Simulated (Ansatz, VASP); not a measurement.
# Two plane-wave programs on Ni

File INCAR:

```
PREC = Accurate
ENCUT = 520
EDIFF = 1E-7
ISMEAR = 0
SIGMA = 0.05
LREAL = False
LASPH = True
NELM = 150
ALGO = Normal
ISIF = 2
LWAVE = False
LCHARG = False
ISPIN = 2
MAGMOM = 0.7
LORBIT = 11
LMAXMIX = 4
NBANDS = 15
```

The input KPOINTS:

```
Automatic mesh
0
Gamma
  20 20 20
```

File POSCAR:

```
Ni
1.0
    0.0000000000      1.7121051126      1.7121051126
    1.7121051126      0.0000000000      1.7121051126
    1.7121051126      1.7121051126      0.0000000000
Ni
1
Direct
    0.0000000000      0.0000000000      0.0000000000
```

Input for Ansatz:

```yaml
crystal:
  lattice:
    - [0.0, 1.7121051126, 1.7121051126]
    - [1.7121051126, 0.0, 1.7121051126]
    - [1.7121051126, 1.7121051126, 0.0]
  atoms:
    - { symbol: Ni, position: [0.0, 0.0, 0.0], spin: 0.7 }
basis:
  ecutwfc: 420
  ecutrho_ratio: 4
kpoints:
  mp_grid: { grid: [20, 20, 20] }
hamiltonian:
  xc: lda
scf:
  occupations: { method: gaussian, width: 0.05 }
output:
  forces: true
  stress: true
  eigenvalues: true
  populations: true
magnetization:
  spin_polarized: true
```

Alike in both runs: task single point; functional LDA; k mesh 20 × 20 × 20; occupations gaussian, width 0.05 eV; collinear spin.

```csv
,VASP,Ansatz
version,VASP 6.6.1,Ansatz 0.2.0
potentials or method,"VASP PAW LDA potentials, release 64 (Ni)","scalar-relativistic, plane waves, PAW"
plane-wave cutoff (eV),520,420
valence electrons in the cell,10,18
```

```tsv
	VASP	Ansatz	Ansatz less VASP
pressure (GPa)	-0.2	-0.1	+0.11
net moment per atom (μB)	0.61	0.61	+0.006
size of the moment on the site where the two differ most (μB)	0.61	0.64	+0.032
```

Site moments also hang on the region over which each program counts them. The two sets of potentials don't hold the same shells in valence.
